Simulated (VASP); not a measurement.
Runs of VASP 6.6.1 on MgB2. Symmetry: Fd-3m, No. 227, cubic system. Conventional cell: a = 5.987 Å, b = 5.987 Å, c = 5.987 Å, α = 90.00°, β = 90.00°, γ = 90.00°. Mg (site symmetry -43m) has 12 B at 2.48 Å and 4 Mg at 2.59 Å as nearest neighbours. B (site symmetry -3m) is surrounded by 6 B at 2.12 Å. The cell was built by a generator and needn't be a form met in nature.

```csv
task,level,cell,k mesh,cutoff (eV),smearing,gap on the mesh (eV),pressure (GPa),relaxed volume (Å³/atom)
relaxation of cell and atoms,PBEsol,relaxed,6 × 6 × 6,600,fermi-dirac 0.05 eV,none,0.0,(b)
relaxation of cell and atoms,PBEsol+D4,relaxed,6 × 6 × 6,600,fermi-dirac 0.05 eV,none,0.0,8.62
relaxation of cell and atoms,PBE,relaxed,8 × 8 × 8,600,gaussian 0.05 eV,none,0.0,8.95
relaxation of cell and atoms,PBEsol+D3,relaxed,6 × 6 × 6,600,fermi-dirac 0.05 eV,none,0.0,(a)
single point,PBE,as given,8 × 8 × 8,520,fermi-dirac 0.05 eV,none,0.1,-
```

Alike in all rows: potentials or basis VASP PAW PBE potentials, release 64 (Mg, B); no spin polarisation.

Q: Estimate the missing entries.

A: (a) 8.51; (b) 8.77.

Caveats: the PAW data sets were made with another functional, which shifts forces and pressure a little (some runs); pairwise dispersion overbinds metals, which lowers pressure and volume (some runs).

A k mesh can miss the band edges.

A gap of «none» marks a metal or a gap under the smearing width.

Not every run made on this cell is shown here.
